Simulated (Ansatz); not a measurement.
# Si$_{7}$Ge: checking dH/dP = V

Level of theory: DFT PBEsol, scalar-relativistic, plane waves, PAW (Ansatz 0.2.0). Run with 420 eV cutoff, 8×8×8 k-mesh, Gaussian smearing of 0.01 eV, no spin polarisation.

The relaxed crystal:

```
CELL_PARAMETERS angstrom
5.45918 0.00000 0.00000
0.00000 5.45918 0.00000
0.00000 0.00000 5.45918
ATOMIC_POSITIONS crystal
Si 0.25260 0.25260 0.25260
Si 0.00000 0.50000 0.50000
Si 0.50000 0.50000 0.00000
Si 0.50000 0.00000 0.50000
Si 0.74740 0.25260 0.74740
Si 0.74740 0.74740 0.25260
Si 0.25260 0.74740 0.74740
Ge 0.00000 0.00000 0.00000
```

Cell and atoms were relaxed at each target pressure within the start's symmetry (P-43m), at zero temperature; other phases can be more stable under pressure. H = E + PV with P the target; E is the free energy at the smearing used, whose derivative the pressure is, per atom and counted from zero pressure.

```tsv
P (GPa)	V (Å³/atom)	E − E0 (meV)	H − H0 (meV)
0	20.337	0.0	0.0
2	19.919	2.5	251.2
5	19.349	14.8	618.7
10	18.565	51.2	1210.0
20	17.358	162.5	2329.3
```

Task: Thermodynamics gives dH/dP = V along a relaxed path. Integrate V over P by the trapezoid rule and compare with the computed enthalpies.

Result: With 1 eV/Å³ = 160.22 GPa, each step adds the mean volume times ΔP / 160.22:
```csv
P (GPa),∫V dP (meV),H − H0 (meV),difference (meV)
2,251.3,251.2,0.1
5,618.9,618.7,0.2
10,1210.5,1210.0,0.5
20,2331.6,2329.3,2.3
```

V(P) curves upward, so the trapezoid rule runs high; integrating a smooth curve through the same points (P as a polynomial of degree 4 in ln V) puts that excess at about 2.2 meV at 20 GPa, against the 2.3 meV found.

Task: At 20 GPa, how much of the enthalpy change is stored energy and how much is the PV term?

Result: E rises by 162 meV/atom and PV is 20 × 17.358 / 160.22 = 2167 meV/atom, so PV makes 93 % of ΔH. So between rival structures at high pressure a small difference in volume can outweigh the difference in energy: 1 % of this volume is worth 21.7 meV/atom at this pressure.

Task: What bulk modulus do the lowest pressures give?

Result: From the pressures that the runs reached, -1.93 GPa (20.796 Å³) and 1.97 GPa (19.919 Å³), B = −ΔP/Δln V = 3.90 / 0.0431 = 90 GPa, a mean over that range.

Task: The gap is 0.321 eV at -1.93 GPa and 0.238 eV at 1.97 GPa. What pressure coefficient and volume deformation potential follow?

Result: dE_g/dP = -21.1 meV/GPa, and a_V = dE_g/d ln V = −B dE_g/dP = 1.91 eV. A gap that closes or barely moves under pressure is usual where the conduction edge lies away from the zone centre, has d character, or where the bands broaden faster than they shift. If the edges move to other points of the zone within the range, this is a mean of two slopes. Gaps are Kohn–Sham gaps over the whole zone.